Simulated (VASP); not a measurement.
# C (P6_3/mmc) in VASP: a series of runs

Aim: see how the results for C move with the level of theory and the settings. Levels: r2SCAN+rVV10, RPBE. Tasks: relaxation of cell and atoms.

Program: VASP 6.6.1. These are calculated values, not measurements. Logs are shortened: lines on timing, memory, paths and dates and some standing lists are left out, and cuts for length are marked.

### Step 1. Starting point

The structure is hexagonal, space group P6_3/mmc (No. 194). Conventional cell: a = 2.467 Å, b = 2.467 Å, c = 7.803 Å, α = 90.00°, β = 90.00°, γ = 120.00°. Around C (site symmetry -6m2) lie 3 C at 1.42 Å. C (site symmetry -6m2) has 3 C at 1.42 Å as nearest neighbours.

### Step 2. Relaxation of cell and atoms, r2SCAN+rVV10

The input, INCAR:

```
PREC     = Accurate       # precision mode
ENCUT    = 600            # plane-wave cutoff, eV
EDIFF    = 1E-6           # SCF threshold, eV
ISMEAR   = 0              # smearing method
SIGMA    = 0.03           # smearing width, eV
LREAL    = False          # projectors in reciprocal space
LASPH    = True           # aspherical terms in the spheres
NELM     = 80             # most SCF steps
ALGO     = Normal         # electronic algorithm
ISIF     = 3              # what is computed and relaxed
LWAVE    = False          # write WAVECAR
LCHARG   = False          # write CHGCAR
METAGGA  = R2SCAN         # meta-GGA
LMIXTAU  = True         
LUSE_VDW = True         
IVDW_NL  = 2            
BPARAM   = 11.95        
CPARAM   = 0.0093       
IBRION   = 2              # ionic algorithm
NSW      = 90             # ionic steps
EDIFFG   = -0.01          # ionic threshold
```

The input, KPOINTS:

```
Automatic mesh
0
Gamma
  12 12 4
```

The input, POSCAR:

```
C
1.0
    2.4672912600      0.0000000000      0.0000000000
   -1.2336456300      2.1367369100      0.0000000000
    0.0000000000      0.0000000000      7.8030730000
C
4
Direct
    0.0000000000      0.0000000000      0.2500000000
    0.0000000000      0.0000000000      0.7500000000
    0.3333333300      0.6666666700      0.2500000000
    0.6666666700      0.3333333300      0.7500000000
```

Potentials or basis: VASP PAW PBE potentials, release 64 (C).

Command:

```console
$ cat potpaw_PBE.64/C/POTCAR > POTCAR
$ mpirun -np 1 vasp_std > vasp.out
```

OUTCAR:

```text
PREC = Accurate
   ENCUT = 600
   EDIFF = 1E-6
   ISMEAR = 0
   LREAL = False
   LASPH = True
   NELM = 80
   ISIF = 3
   METAGGA = R2SCAN
   IVDW_NL = 2
   BPARAM = 11.95
   IBRION = 2
   NSW = 90
   EDIFFG = -0.01

 ion  position               nearest neighbor table
   1  0.000  0.000  0.250-   3 1.42   3 1.42   3 1.42
   2  0.000  0.000  0.750-   4 1.42   4 1.42   4 1.42
   3  0.333  0.667  0.250-   1 1.42   1 1.42   1 1.42
   4  0.667  0.333  0.750-   2 1.42   2 1.42   2 1.42

  LATTYP: Found a hexagonal cell.
 ALAT       =     2.4672912600
 C/A-ratio  =     3.1626071581

  Lattice vectors:

 A1 = (   2.4672912600,   0.0000000000,   0.0000000000)
 A2 = (  -1.2336456300,   2.1367369100,   0.0000000000)
 A3 = (   0.0000000000,   0.0000000000,   7.8030730000)

Analysis of symmetry for initial positions (statically):
=====================================================================
 Subroutine PRICEL returns:
 Original cell was already a primitive cell.

 Routine SETGRP: Setting up the symmetry group for a
 hexagonal supercell.

 Subroutine GETGRP returns: Found 24 space group operations
 (whereof 12 operations were pure point group operations)
 out of a pool of 24 trial point group operations.

The static configuration has the point symmetry D_3d.
 The point group associated with its full space group is D_6h.

Analysis of symmetry for dynamics (positions and initial velocities):
=====================================================================
 Subroutine PRICEL returns:
 Original cell was already a primitive cell.

 Routine SETGRP: Setting up the symmetry group for a
 hexagonal supercell.

 Subroutine GETGRP returns: Found 24 space group operations
 (whereof 12 operations were pure point group operations)
 out of a pool of 24 trial point group operations.

The dynamic configuration has the point symmetry D_3d.
 The point group associated with its full space group is D_6h.

 Subroutine INISYM returns: Found 24 space group operations
 (whereof 12 operations are pure point group operations),
 and found     1 'primitive' translations

----------------------------------------------------------------------------------------

                                     Primitive cell

  volume of cell :      41.1374

  direct lattice vectors                    reciprocal lattice vectors
     2.467291260  0.000000000  0.000000000     0.405302777  0.234001668  0.000000000
    -1.233645630  2.136736910  0.000000000     0.000000000  0.468003335  0.000000000
     0.000000000  0.000000000  7.803073000     0.000000000  0.000000000  0.128154639

  length of vectors
     2.467291260  2.467291260  7.803073000     0.468003335  0.468003335  0.128154639

  position of ions in fractional coordinates (direct lattice)
     0.000000000  0.000000000  0.250000000
     0.000000000  0.000000000  0.750000000
     0.333333330  0.666666670  0.250000000
     0.666666670  0.333333330  0.750000000

  ion indices of the primitive-cell ions
   primitive index   ion index
                 1           1
                 2           2
                 3           3
                 4           4

----------------------------------------------------------------------------------------

 KPOINTS: Automatic mesh

Automatic generation of k-mesh.
 Grid dimensions read from file:
 generate k-points for:   12   12    4

 Generating k-lattice:

  Cartesian coordinates                     Fractional coordinates (reciprocal lattice)
     0.033775231  0.019500139  0.000000000     0.083333333 -0.000000000  0.000000000
     0.000000000  0.039000278  0.000000000     0.000000000  0.083333333  0.000000000
     0.000000000  0.000000000  0.032038660     0.000000000  0.000000000  0.250000000

  Length of vectors
     0.039000278  0.039000278  0.032038660

  Shift w.r.t. Gamma in fractional coordinates (k-lattice)
     0.000000000  0.000000000  0.000000000

 Subroutine IBZKPT returns following result:
 ===========================================

 Found     57 irreducible k-points:

 Following reciprocal coordinates:
            Coordinates               Weight
  0.000000  0.000000  0.000000      1.000000
  0.083333  0.000000  0.000000      6.000000
  0.166667  0.000000  0.000000      6.000000
  0.250000 -0.000000  0.000000      6.000000
  0.333333  0.000000  0.000000      6.000000
  0.416667 -0.000000  0.000000      6.000000
[... 16 lines left out ...]
  0.250000 -0.000000  0.250000     12.000000
  0.333333  0.000000  0.250000     12.000000
 [... further k-points ...]
   k-points           NKPTS =     57   k-points in BZ     NKDIM =     57   number of bands    NBANDS=     12
   number of dos      NEDOS =    301   number of ions     NIONS =      4
   total plane-waves  NPLWV =  25600
   dimension x,y,z NGX =    20 NGY =   20 NGZ =   64
   dimension x,y,z NGXF=    40 NGYF=   40 NGZF=  128
   ions per type =               4
   NGX,Y,Z   is equivalent  to a cutoff of  13.48, 13.48, 13.64 a.u.
[... 51 lines left out ...]
   NGX =  9   NGY =  9   NGZ = 31

--------------------------------------- Ionic step        1  -------------------------------------------

 number of electron      16.0000001 magnetization

 Free energy of the ion-electron system (eV)
  ---------------------------------------------------
  ext. energy  EPLUGINS =         0.00000000
  ---------------------------------------------------
  free energy    TOTEN  =       -39.36605268 eV

  energy without entropy =      -39.36546723  energy(sigma->0) =      -39.36575996

------------------------ aborting loop because EDIFF is reached ----------------------------------------

  FORCE on cell =-STRESS in cart. coord.  units (eV):
  Direction    XX          YY          ZZ          XY          YZ          ZX
  --------------------------------------------------------------------------------------
  -------------------------------------------------------------------------------------
  Total       -1.1472334     -1.1472334     -0.7010247      0.0000000     -0.0000000      0.0000000
  in kB      -44.6812407    -44.6812407    -27.3027734      0.0000000     -0.0000000      0.0000000
  external PRESSURE =     -38.8884183 kB  Pullay stress =       0.0000000 kB
[... 95 lines left out ...]
  FREE ENERGIE OF THE ION-ELECTRON SYSTEM (eV)
  ---------------------------------------------------
  free  energy   TOTEN  =       -39.3727505332 eV

  energy  without entropy=      -39.3721651927  energy(sigma->0) =      -39.37245786

 E-fermi :   3.5308     XC(G=0): -10.2430

 val. band max:        3.5304410555   @ k =   0.3333   0.3333   0.2500
 cond. band min:       3.5325499203   @ k =   0.3333   0.3333   0.5000
 fundamental gap:      0.0021088648
 Fermi energy:         3.5308491445

 k-point     1 :       0.0000    0.0000    0.0000
  band No.  band energies     occupation
      1     -17.3756      2.00000
      2     -17.2829      2.00000
      3      -5.0827      2.00000
      4      -4.1272      2.00000
      5       0.3077      2.00000
      6       0.3077      2.00000
      7       0.3118      2.00000
      8       0.3118      2.00000
      9       6.8095      0.00000
     10      11.3751      0.00000
     11      12.2491      0.00000
     12      12.2491      0.00000
[... 331 lines left out ...]
 k-point    24 :       0.3333    0.0000    0.2500
  band No.  band energies     occupation
      1     -14.6070      2.00000
      2     -14.5527      2.00000
      3      -6.7833      2.00000
      4      -6.7568      2.00000
      5      -2.6352      2.00000
      6      -2.6263      2.00000
      7      -1.7159      2.00000
      8      -1.1404      2.00000
      9       8.6694      0.00000
     10       8.9788      0.00000
     11      10.7369      0.00000
     12      11.6035      0.00000

 [... further k-points ...]

[... ionic steps 4 to 7 ...]

--------------------------------------- Ionic step        8  -------------------------------------------

 number of electron      16.0000001 magnetization

------------------------ aborting loop because EDIFF is reached ----------------------------------------
[... 71 lines left out ...]
--------------------------------------- Ionic step       10  -------------------------------------------

 number of electron      16.0000000 magnetization

 Free energy of the ion-electron system (eV)
  ---------------------------------------------------
  ext. energy  EPLUGINS =         0.00000000
  ---------------------------------------------------
  free energy    TOTEN  =       -39.45377013 eV

  energy without entropy =      -39.45328712  energy(sigma->0) =      -39.45352863

 E-fermi :   4.7979     XC(G=0): -11.3227

 val. band max:        4.7952877636   @ k =   0.3333   0.3333   0.2500
 cond. band min:       4.8065543246   @ k =   0.3333   0.3333   0.5000
 fundamental gap:      0.0112665611
 Fermi energy:         4.7979405204

 k-point     1 :       0.0000    0.0000    0.0000
  band No.  band energies     occupation
      1     -16.1768      2.00000
      2     -15.8398      2.00000
      3      -4.3211      2.00000
      4      -2.1198      2.00000
      5       1.6165      2.00000
      6       1.6165      2.00000
      7       1.6391      2.00000
      8       1.6391      2.00000
      9       9.2856      0.00000
     10      13.5315      0.00000
     11      13.5315      0.00000
     12      13.5942      0.00000
[... 331 lines left out ...]
 k-point    24 :       0.3333    0.0000    0.2500
  band No.  band energies     occupation
      1     -13.3640      2.00000
      2     -13.1613      2.00000
      3      -5.5093      2.00000
      4      -5.3992      2.00000
      5      -1.3338      2.00000
      6      -1.2892      2.00000
      7      -0.7778      2.00000
      8       0.5641      2.00000
      9       9.7241      0.00000
     10      10.4994      0.00000
     11      12.7705      0.00000
     12      12.9594      0.00000

 [... further k-points ...]

------------------------ aborting loop because EDIFF is reached ----------------------------------------

  FORCE on cell =-STRESS in cart. coord.  units (eV):
  Direction    XX          YY          ZZ          XY          YZ          ZX
  --------------------------------------------------------------------------------------
  -------------------------------------------------------------------------------------
  Total       -0.0015820     -0.0015820     -0.0066107     -0.0000000     -0.0000000      0.0000000
  in kB       -0.0734059     -0.0734059     -0.3067320     -0.0000000     -0.0000000      0.0000000
  external PRESSURE =      -0.1511813 kB  Pullay stress =       0.0000000 kB
[... 19 lines left out ...]
  FREE ENERGIE OF THE ION-ELECTRON SYSTEM (eV)
  ---------------------------------------------------
  free  energy   TOTEN  =       -39.4537701334 eV

  energy  without entropy=      -39.4532871229  energy(sigma->0) =      -39.45352863

 reached required accuracy - stopping structural energy minimisation
```

Run time: 11 min. Hardware: 1 thread of Intel Xeon 6975P-C (Granite Rapids), shared host; peak memory 0.28 GiB.

Results:

* Free energy: -39.4538 eV
* Relaxed volume: 8.63 Å³/atom
* Relaxed cell: a = 2.456 Å, b = 2.456 Å, c = 6.610 Å, α = 90.00°, β = 90.00°, γ = 120.00°
* Space group after relaxing (to 0.05 Å): P6_3/mmc (No. 194)
* Energy gained by relaxing: 21.9 meV/atom
* Ionic steps: 10
* Pressure after relaxing: 0.0 GPa
* Band gap on the k mesh: none (metal or under the smearing width)

Step by step:
```
step  energy change (eV)  largest force (eV/Å)  pressure (GPa)  volume (Å³)
   1              0.0000                0.0000           -3.89        41.14
   2              0.0165                0.0000            6.61        39.67
   3             -0.0067                0.0000           -0.38        40.62
   4             -0.0128                0.0000           -0.41        40.27
   5             -0.0312                0.0000           -0.47        39.22
   6             -0.0655                0.0000           -0.46        37.12
   7             -0.0742                0.0000            0.70        32.92
   8             -0.0859                0.0000           -0.19        35.17
   9             -0.0876                0.0000            0.05        34.37
  10             -0.0877                0.0000           -0.02        34.53
```

Final structure:
```cif
data_structure
_symmetry_space_group_name_H-M 'P 1'
_symmetry_Int_Tables_number 1
_cell_length_a 2.4561
_cell_length_b 2.4561
_cell_length_c 6.6097
_cell_angle_alpha 90.000
_cell_angle_beta 90.000
_cell_angle_gamma 120.000
_cell_volume 34.53
loop_
_atom_site_label
_atom_site_type_symbol
_atom_site_fract_x
_atom_site_fract_y
_atom_site_fract_z
_atom_site_occupancy
C1 C 0.00000 0.00000 0.25000 1
C2 C 0.00000 0.00000 0.75000 1
C3 C 0.33333 0.66667 0.25000 1
C4 C 0.66667 0.33333 0.75000 1
```

Caveat: the volume moved by over 15 % at a fixed basis, so the end points are rough; the PAW data sets were made with another functional, which shifts forces and pressure a little.

### Step 3. Relaxation of cell and atoms, r2SCAN+rVV10

This run uses another cell than the first one, of 8.63 Å³/atom, 0.839 times its volume.

INCAR, as its differences from that of step 2:

```diff
@@ -2,3 +2,3 @@
 ENCUT    = 600            # plane-wave cutoff, eV
-EDIFF    = 1E-6           # SCF threshold, eV
+EDIFF    = 1E-7           # SCF threshold, eV
 ISMEAR   = 0              # smearing method
@@ -20,2 +20,2 @@
 NSW      = 90             # ionic steps
-EDIFFG   = -0.01          # ionic threshold
+EDIFFG   = -0.005         # ionic threshold
```

KPOINTS is that of step 2.

The input, POSCAR:

```
C                                       
1.0
    2.4560854305      0.0000000000      0.0000000000
   -1.2280427153      2.1270323770     -0.0000000000
    0.0000000000      0.0000000000      6.6096718178
  C             
     4
Direct
     0.0000000000000000    0.0000000000000000    0.2500000000000000
     0.0000000000000000    0.0000000000000000    0.7500000000000000
     0.3333333300000021    0.6666666699999979    0.2500000000000000
     0.6666666699999979    0.3333333300000021    0.7500000000000000
```

Potentials or basis: VASP PAW PBE potentials, release 64 (C).

Command:

```console
$ cat potpaw_PBE.64/C/POTCAR > POTCAR
$ mpirun -np 1 vasp_std > vasp.out
```

Wall time 4.9 min (1 thread of Intel Xeon 6975P-C (Granite Rapids), shared host); peak memory 0.26 GiB.

The run converged. Its results:

* Free energy: -39.4359 eV
* Relaxed volume: 8.62 Å³/atom
* Relaxed cell: a = 2.456 Å, b = 2.456 Å, c = 6.601 Å, α = 90.00°, β = 90.00°, γ = 120.00°
* Space group after relaxing (to 0.05 Å): P6_3/mmc (No. 194)
* Energy gained by relaxing: 0.0 meV/atom
* Ionic steps: 6
* Pressure after relaxing: 0.0 GPa
* Band gap on the k mesh: none (metal or under the smearing width)

Final structure:
```
C
1.0
     2.45641    0.00000    0.00000
    -1.22820    2.12731    0.00000
     0.00000    0.00000    6.60129
C
4
Direct
  0.00000 0.00000 0.25000
  0.00000 0.00000 0.75000
  0.33333 0.66667 0.25000
  0.66667 0.33333 0.75000
```

Levels at points of the mesh, in eV from the Fermi level:
| k point | band 4 | band 5 | band 6 | band 7 | band 8 | band 9 | band 10 | band 11 | band 12 |
| --- | --- | --- | --- | --- | --- | --- | --- | --- | --- |
| (0.00, 0.00, 0.00) | -6.91 | -3.18 | -3.18 | -3.16 | -3.16 | 4.50 | 8.73 | 8.73 | 8.79 |
| (0.50, 0.00, 0.00) | -13.99 | -6.82 | -6.75 | -2.99 | -2.21 | 1.62 | 2.40 | 7.55 | 8.02 |
| (0.00, 0.00, 0.50) | -8.13 | -3.17 | -3.17 | -3.17 | -3.17 | 7.43 | 7.43 | 8.76 | 8.76 |
| (0.50, 0.00, 0.50) | -14.05 | -6.78 | -6.78 | -2.52 | -2.52 | 1.76 | 1.76 | 7.78 | 7.78 |

Caveat: the PAW data sets were made with another functional, which shifts forces and pressure a little.

### Step 4. Relaxation of cell and atoms, RPBE

The input, INCAR:

```
SYSTEM = C
PREC = Accurate
ENCUT = 600
EDIFF = 1E-6
ISMEAR = 0
SIGMA = 0.03
LREAL = .False.
LASPH = .True.
NELM = 80
ALGO = Normal
ISIF = 3
LWAVE = .False.
LCHARG = .False.
GGA = RP
IBRION = 2
NSW = 90
EDIFFG = -0.01
```

The input, KPOINTS:

```
Automatic mesh
0
Gamma
  12 12 4
  0 0 0
```

The input, POSCAR:

```
C
1.0
    2.4672912600      0.0000000000      0.0000000000
   -1.2336456300      2.1367369100      0.0000000000
    0.0000000000      0.0000000000      7.8030730000
C
4
Direct
    0.0000000000      0.0000000000      0.2500000000
    0.0000000000      0.0000000000      0.7500000000
    0.3333333300      0.6666666700      0.2500000000
    0.6666666700      0.3333333300      0.7500000000
```

Command:

```console
$ cat potpaw_PBE.64/C/POTCAR > POTCAR
$ mpirun -np 1 vasp_std > vasp.out
```

Run time: 2 min. Hardware: 1 thread of Intel Xeon 6975P-C (Granite Rapids), shared host; peak memory 0.17 GiB.

Results (log left out):

- Free energy: -35.2752 eV
- Relaxed volume: 12.00 Å³/atom
- Relaxed cell: a = 2.478 Å, b = 2.478 Å, c = 9.026 Å, α = 90.00°, β = 90.00°, γ = 120.00°
- Space group after relaxing (to 0.05 Å): P6_3/mmc (No. 194)
- Energy gained by relaxing: 6.3 meV/atom
- Ionic steps: 14
- Pressure after relaxing: 0.0 GPa
- Band gap on the k mesh: none (metal or under the smearing width)

Step by step:
| step | energy change (eV) | largest force (eV/Å) | pressure (GPa) | volume (Å³) |
| --- | --- | --- | --- | --- |
| 1 | 0.0000 | 0.0000 | 3.12 | 41.14 |
| 2 | 0.0148 | 0.0000 | -5.35 | 42.34 |
| 3 | -0.0044 | 0.0000 | 0.26 | 41.52 |
| 4 | -0.0054 | 0.0000 | 0.13 | 41.66 |
| 5 | -0.0079 | 0.0000 | 0.21 | 42.04 |
| 6 | -0.0123 | 0.0000 | 0.02 | 42.80 |
| 7 | -0.0188 | 0.0000 | 0.07 | 44.31 |
| 8 | -0.0251 | 0.0000 | -0.11 | 47.35 |
| 9 | -0.0253 | 0.0000 | -0.12 | 47.79 |
| 10 | -0.0253 | 0.0000 | -0.18 | 48.68 |
| 11 | -0.0254 | 0.0000 | -0.16 | 48.17 |
| 12 | -0.0254 | 0.0000 | -0.16 | 48.01 |
| 13 | -0.0132 | 0.0000 | 4.14 | 47.38 |
| 14 | -0.0254 | 0.0000 | 0.01 | 47.98 |

Final structure:
```
C
1.0
     2.47766    0.00000    0.00000
    -1.23883    2.14572    0.00000
     0.00000    0.00000    9.02590
C
4
Cartesian
  0.0000 0.0000 2.2565
  0.0000 0.0000 6.7694
  0.0000 1.4305 2.2565
  1.2388 0.7152 6.7694
```

Levels at points of the mesh, in eV from the Fermi level:
```
           k point  band 4  band 5  band 6  band 7  band 8  band 9  band 10  band 11  band 12
(0.00, 0.00, 0.00)   -7.35   -3.04   -3.04   -3.04   -3.04    3.17     6.00     8.23     8.23
(0.50, 0.00, 0.00)  -13.18   -6.38   -6.38   -2.38   -2.29    1.63     1.77     7.19     7.22
(0.00, 0.00, 0.50)   -7.51   -3.04   -3.04   -3.04   -3.04    4.23     4.23     8.23     8.23
(0.50, 0.00, 0.50)  -13.18   -6.38   -6.38   -2.34   -2.34    1.70     1.70     7.20     7.20
```

Caveat: the volume moved by over 15 % at a fixed basis, so the end points are rough; the PAW data sets were made with another functional, which shifts forces and pressure a little; this functional lacks dispersion, which binds the layers, so the pressure and a relaxed spacing across them are unreliable, and here the layers came unbound.
